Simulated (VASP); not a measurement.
# Y (Cmcm) in VASP: further runs

The runs below take Y through single point, with PBE.

All numbers are computed with VASP 6.6.1; they aren't measurements. Logs are shortened: lines on timing, memory, paths and dates and some standing lists are left out, and cuts for length are marked.

### Step 1. The structure

The structure is orthorhombic, space group Cmcm (No. 63). The conventional cell has a = 3.000 Å, b = 6.167 Å, c = 5.200 Å, α = 90.00°, β = 90.00°, γ = 90.00°. Around Y (site symmetry m2m) lie 4 Y at 2.90 to 3.00 Å.

The cell was built by a generator and needn't be a form met in nature.

### Step 2. Single point, PBE

INCAR reads:

```
PREC = Accurate ; ENCUT = 520
EDIFF = 1E-7 ; ISMEAR = -1
SIGMA = 0.1 ; LREAL = False
LASPH = True ; NELM = 100
ALGO = Normal ; ISIF = 2
LWAVE = False ; LCHARG = False
GGA = PE ; NBANDS = 18
```

KPOINTS reads:

```
Automatic mesh
0
Gamma
  7 7 4
```

POSCAR reads:

```
Y
1.0
    2.9995470000      0.0000000000      0.0000000000
    1.4997740000     -3.0835100000      0.0000000000
    0.0000000000      0.0000000000     -5.2004050000
Y
2
Direct
    0.1050000000      0.7900000000      0.7500000000
    0.8950000000      0.2100000000      0.2500000000
```

Potentials or basis: VASP PAW PBE potentials, release 64 (Y_sv).

On the command line:

```console
> cat potpaw_PBE.64/Y_sv/POTCAR > POTCAR
> mpirun -np 1 vasp_std > vasp.out
```

OUTCAR:

```text
PREC = Accurate
   ENCUT = 520
   EDIFF = 1E-7
   ISMEAR = -1
   LREAL = False
   LASPH = True
   NELM = 100
   ISIF = 2
   GGA = PE

 ion  position               nearest neighbor table
   1  0.105  0.790  0.750-   2 2.90   2 2.90   2 3.49   2 3.49   2 3.49   2 3.49   2 4.18   2 4.18
                             2 4.18   2 4.18
   2  0.895  0.210  0.250-   1 2.90   1 2.90   1 3.49   1 3.49   1 3.49   1 3.49   1 4.18   1 4.18
                             1 4.18   1 4.18

  LATTYP: Found a base centered orthorhombic cell.
 ALAT       =     2.9995470000
 B/A-ratio  =     2.0559837869
 C/A-ratio  =     1.7337301266

  Lattice vectors:

 A1 = (   1.4997730000,   3.0835100000,   0.0000000000)
 A2 = (   1.4997740000,  -3.0835100000,   0.0000000000)
 A3 = (   0.0000000000,   0.0000000000,  -5.2004050000)

Analysis of symmetry for initial positions (statically):
=====================================================================
 Subroutine PRICEL returns:
 Original cell was already a primitive cell.

 Routine SETGRP: Setting up the symmetry group for a
 base centered orthorhombic supercell.

 Subroutine GETGRP returns: Found  8 space group operations
 (whereof  4 operations were pure point group operations)
 out of a pool of  8 trial point group operations.

The static configuration has the point symmetry C_2h.
 The point group associated with its full space group is D_2h.

Analysis of symmetry for dynamics (positions and initial velocities):
=====================================================================
 Subroutine PRICEL returns:
 Original cell was already a primitive cell.

 Routine SETGRP: Setting up the symmetry group for a
 base centered orthorhombic supercell.

 Subroutine GETGRP returns: Found  8 space group operations
 (whereof  4 operations were pure point group operations)
 out of a pool of  8 trial point group operations.

The dynamic configuration has the point symmetry C_2h.
 The point group associated with its full space group is D_2h.

 Subroutine INISYM returns: Found  8 space group operations
 (whereof  4 operations are pure point group operations),
 and found     1 'primitive' translations

----------------------------------------------------------------------------------------

                                     Primitive cell

  volume of cell :      48.0992

[... 84 lines left out ...]
   LSORBIT =      F    spin-orbit coupling
   LASPH  =      T    aspherical Exc in radial PAW
   ENCUT  =  520.0 eV  38.22 Ry    6.18 a.u.   5.58  6.38  9.67*2*pi/ulx,y,z
   NELM   =    100;   NELMIN=  2; NELMDL= -5     # of ELM steps
   EDIFF  = 0.1E-06   stopping-criterion for ELM
   LREAL  =      F    real-space projection
   EDIFFG = 0.1E-05   stopping-criterion for IOM
   NSW    =      0    number of steps for IOM
   IBRION =     -1    ionic relax: 0-MD 1-quasi-New 2-CG
   NFREE  =      0    steps in history (QN), initial steepest desc. (CG)
   ISIF   =      2    stress and relaxation
   ISYM   =      2    0-nonsym 1-usesym 2-fastsym
   POTIM  = 0.5000    time-step for ionic-motion
   TEBEG  =    0.0;   TEEND  =   0.0 temperature during run
   PSTRESS=    0.0 pullay stress
   NELECT =      22.0000    total number of electrons
   NUPDOWN=      -1.0000    fix difference up-down
   EMIN   =  10.00;   EMAX   =-10.00  energy-range for DOS
   EFERMI =   0.00;   METHOD = LEGACY
   ISMEAR =    -1;   SIGMA  =   0.10  broadening in eV -4-tet -1-fermi 0-gaus
   EFERMI_NEDOS =   21; number of points for ismear=-14 and -15
   IALGO  =     38    algorithm
   IMIX   =      4    mixing-type and parameters
     AMIX     =   0.40;   BMIX     =  1.00
     AMIX_MAG =   1.60;   BMIX_MAG =  1.00
  volume/ion in A,a.u.               =      24.05       162.29
  Fermi-wavevector in a.u.,A,eV,Ry     =   1.261352  2.383610 21.646992  1.591009
  Thomas-Fermi vector in A             =   2.394815
   LORBIT       =      0    0 simple, 1 ext, 2 COOP (PROOUT), +10 PAW based schemes
   GGA     = PE    functional components
   LHFCALC =     F    Hartree Fock is set to
   AEXX    =    0.0000 exact exchange contribution
   IVDW    =     0    specifies the selected vdW correction
   LEPSILON=     F    determine dielectric tensor
   LRPA    =     F    only Hartree local field effects (RPA)
 non-spin polarized calculation
  energy-cutoff  :      520.00
  volume of cell :       48.10
 maximum number of plane-waves:      1318
 NGX is ok and might be reduce to    24
   NGX = 11   NGY = 13   NGZ = 19

 number of electron      21.9999999 magnetization

 Free energy of the ion-electron system (eV)
  ---------------------------------------------------
  ext. energy  EPLUGINS =         0.00000000
  ---------------------------------------------------
  free energy    TOTEN  =       -11.80722536 eV

  energy without entropy =      -11.72872942  energy(sigma->0) =      -11.76797739

 E-fermi :   4.5836     XC(G=0): -10.7045

 val. band max:        4.5149764071   @ k =   0.4286   0.1429   0.5000
 cond. band min:       4.5889789347   @ k =   0.0000   0.2857   0.5000
 fundamental gap:      0.0740025277
 Fermi energy:         4.5836286097

 k-point     1 :       0.0000    0.0000    0.0000
  band No.  band energies     occupation
      1     -37.5902      2.00000
      2     -37.2858      2.00000
      3     -18.5217      2.00000
      4     -17.2132      2.00000
      5     -16.8963      2.00000
      6     -16.7940      2.00000
[... 481 lines left out ...]
      5     -17.9101      2.00000
      6     -17.4824      2.00000
[... 10 lines left out ...]
     17      10.6539      0.00000
     18      11.6821      0.00000

 [... further k-points ...]

------------------------ aborting loop because EDIFF is reached ----------------------------------------

  FORCE on cell =-STRESS in cart. coord.  units (eV):
  Direction    XX          YY          ZZ          XY          YZ          ZX
  --------------------------------------------------------------------------------------
  -------------------------------------------------------------------------------------
  Total        6.1705452      3.6880371      5.7177996     -0.0000006     -0.0000000      0.0000000
  in kB      205.5397972    122.8478800    190.4589186     -0.0000199     -0.0000000      0.0000000
  external PRESSURE =     172.9488653 kB  Pullay stress =       0.0000000 kB

 VOLUME and BASIS-vectors are now :
 -----------------------------------------------------------------------------
  energy-cutoff  :      520.00
  volume of cell :       48.10
      direct lattice vectors                 reciprocal lattice vectors
     2.999547000  0.000000000  0.000000000     0.333383674  0.162152925  0.000000000
     1.499774000 -3.083510000  0.000000000     0.000000000 -0.324305742  0.000000000
     0.000000000  0.000000000 -5.200405000     0.000000000  0.000000000 -0.192292716

 POSITION                                       TOTAL-FORCE (eV/Angst)
 -----------------------------------------------------------------------------------
      1.49977     -2.43597     -3.90030        -0.000000      0.667530      0.000000
      2.99955     -0.64754     -1.30010         0.000000     -0.667530     -0.000000
 -----------------------------------------------------------------------------------
    total drift:                                0.000000      0.000000     -0.000000

  FREE ENERGIE OF THE ION-ELECTRON SYSTEM (eV)
  ---------------------------------------------------
  free  energy   TOTEN  =       -11.8072253572 eV

  energy  without entropy=      -11.7287294173  energy(sigma->0) =      -11.76797739
```

OSZICAR:

```text
N       E                     dE             d eps       ncg     rms          rms(c)
DAV:   1     0.928662617011E+02    0.92866E+02   -0.11642E+04  1728   0.121E+03
DAV:   2    -0.441722732809E+01   -0.97283E+02   -0.95459E+02  2114   0.270E+02
DAV:   3    -0.118414596204E+02   -0.74242E+01   -0.73414E+01  2882   0.451E+01
DAV:   4    -0.120348102393E+02   -0.19335E+00   -0.19315E+00  2110   0.746E+00
DAV:   5    -0.120387652967E+02   -0.39551E-02   -0.39545E-02  2318   0.800E-01    0.381E+01
DAV:   6    -0.118061238616E+02    0.23264E+00   -0.37729E-01  1876   0.388E+00    0.232E+01
DAV:   7    -0.118171763934E+02   -0.11053E-01   -0.76328E-01  2590   0.477E+00    0.202E+00
DAV:   8    -0.118067699015E+02    0.10406E-01   -0.10900E-01  2202   0.200E+00    0.619E-01
DAV:   9    -0.118073083932E+02   -0.53849E-03   -0.44639E-03  2136   0.470E-01    0.307E-01
DAV:  10    -0.118072222316E+02    0.86162E-04   -0.37200E-04  2574   0.127E-01    0.251E-02
DAV:  11    -0.118072263316E+02   -0.41000E-05   -0.22664E-05  2242   0.339E-02    0.147E-02
DAV:  12    -0.118072252902E+02    0.10413E-05   -0.28682E-06  1950   0.141E-02    0.157E-03
DAV:  13    -0.118072253572E+02   -0.67005E-07   -0.81630E-08  1450   0.197E-03
   1 F= -.11807225E+02 E0= -.11767977E+02  d E =-.784959E-01
```

Run time: 48 s. Hardware: 1 thread of Intel Xeon Platinum 8488C (Sapphire Rapids), shared host; peak memory 0.2 GiB.

Results:

* Free energy: -11.8072 eV
* Pressure: 17.3 GPa
* Largest force: 0.668 eV/Å
* Band gap on the k mesh: none (metal or under the smearing width)

Forces in eV/Å, atoms in the order of the input:
```
Y    0.000  0.668  0.000
Y    0.000 -0.668  0.000
```

Caveat: so large a pressure means that the cell lies far from this level's equilibrium, or that cutoff or potentials fall short.

### Step 3. Single point, PBE

INCAR reads:

```
  PREC = Accurate
  ENCUT = 520
  EDIFF = 1E-6
  ISMEAR = 1
  SIGMA = 0.01
  LREAL = False
  LASPH = True
  NELM = 80
  ALGO = Fast
  ISIF = 2
  LWAVE = False
  LCHARG = False
  GGA = PE
  NBANDS = 18
```

KPOINTS is that of step 2.

POSCAR is that of step 2.

Potentials or basis: VASP PAW PBE potentials, release 64 (Y_sv).

On the command line:

```console
> cat potpaw_PBE.64/Y_sv/POTCAR > POTCAR
> mpirun -np 1 vasp_std > vasp.out
```

It took 66 s on 1 thread of Intel Xeon Platinum 8488C (Sapphire Rapids), shared host; peak memory 0.2 GiB.

It converged, with:

```
Free energy            : -11.7716 eV
Pressure               : 17.1 GPa
Largest force          : 0.687 eV/Å
Band gap on the k mesh : none (metal or under the smearing width)
```

Forces on the atoms (eV/Å):
```
Y    0.000  0.687  0.000
Y    0.000 -0.687  0.000
```

Stress tensor (GPa, compression positive):
```
20.51  0.00  0.00
 0.00 11.99  0.00
 0.00  0.00 18.82
```

Levels at points of the mesh, in eV from the Fermi level:
| k point | band 7 | band 8 | band 9 | band 10 | band 11 | band 12 | band 13 | band 14 | band 15 | band 16 |
| --- | --- | --- | --- | --- | --- | --- | --- | --- | --- | --- |
| (0.00, 0.00, 0.00) | -21.25 | -21.22 | -4.78 | -2.03 | 0.78 | 0.99 | 1.88 | 2.93 | 2.99 | 3.96 |
| (0.00, 0.00, 0.50) | -21.28 | -21.28 | -3.03 | -3.03 | 0.92 | 0.92 | 1.31 | 1.31 | 3.42 | 3.42 |

Caveat: so large a pressure means that the cell lies far from this level's equilibrium, or that cutoff or potentials fall short.
